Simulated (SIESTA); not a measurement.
The system is Au.

```
CELL_PARAMETERS angstrom
2.90000 0.00000 0.00000
-1.45000 2.51147 0.00000
0.00000 0.00000 4.88000
ATOMIC_POSITIONS crystal
Au 0.66667 0.33333 0.25000
Au 0.33333 0.66667 0.75000
```

This isn't the form of Au at room conditions, which is fcc.

Base run:

```yaml
Program: SIESTA 5.4.2
Functional: LDA
Potentials_or_basis: PseudoDojo 0.4 standard (LDA files)
Basis: DZP (energy shift 0.003 Ry; two zetas on semicore shells)
Grid_cutoff: 800 Ry
Energy_shift: 0.003 Ry
k_mesh: 11 × 11 × 6
Occupations: fermi-dirac, width 0.05 eV
Spin: no spin polarisation
```

Its results: band gap on the k mesh none (metal or under the smearing width); pressure -9.6 GPa.

Q: The run is repeated on the same cell with these changes: functional from LDA to PBEsol; potentials or basis from PseudoDojo 0.4 standard (LDA files) to PseudoDojo 0.4 standard (PBEsol files). What comes out?

A: Band gap on the k mesh none (metal or under the smearing width); pressure -5.2 GPa.

Caveats: short orbitals over semicore shells can move pressures by several GPa; spin-orbit coupling is left out, which moves the levels of the heavy elements; the basis of atomic orbitals isn't converged, which shifts pressures, moduli and gaps.
